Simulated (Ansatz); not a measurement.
**GeTe under a change: pressure 7 GPa**

Start from GeTe (space group R3m, No. 160; a = 4.187 Å, c = 11.060 Å (hexagonal axes); layered).

Modification: a hydrostatic pressure of 7 GPa.

All numbers come from r2SCAN in Ansatz (plane waves to 500 eV, PAW, no spin-orbit coupling). k-mesh 10×10×10 (Γ-centred); smearing 0.05 eV (Fermi–Dirac).

| quantity | base | changed | shift |
|---|---|---|---|
| lattice parameter a | 4.187 Å | 4.063 Å | -0.124 Å |
| c/a ratio | 2.642 | 2.496 | -0.146 |
| shortest interatomic distance | 2.815 Å | 2.779 Å | -0.036 Å |
| enthalpy H = E + PV relative to the base's energy | – | +1.12 eV/atom | – |
| band gap (an upper bound: an edge found on the path is not a true extremum; the base alone) | 0.64 eV | 0.18 eV | -0.467 eV |

Spin-orbit coupling, missing from the scalar runs, can matter with Te. Load acts through the strain it causes; cell and atoms are relaxed under it. Stability against distortions was not tested. Competing high-pressure phases were not computed. No dispersion term is included, though the crystal is made of layers, chains or molecules, so its spacings can come out too wide. The zero or small gap of GeTe under pressure 7 GPa can change with the level of theory.

Ansatz is an electronic-structure program.
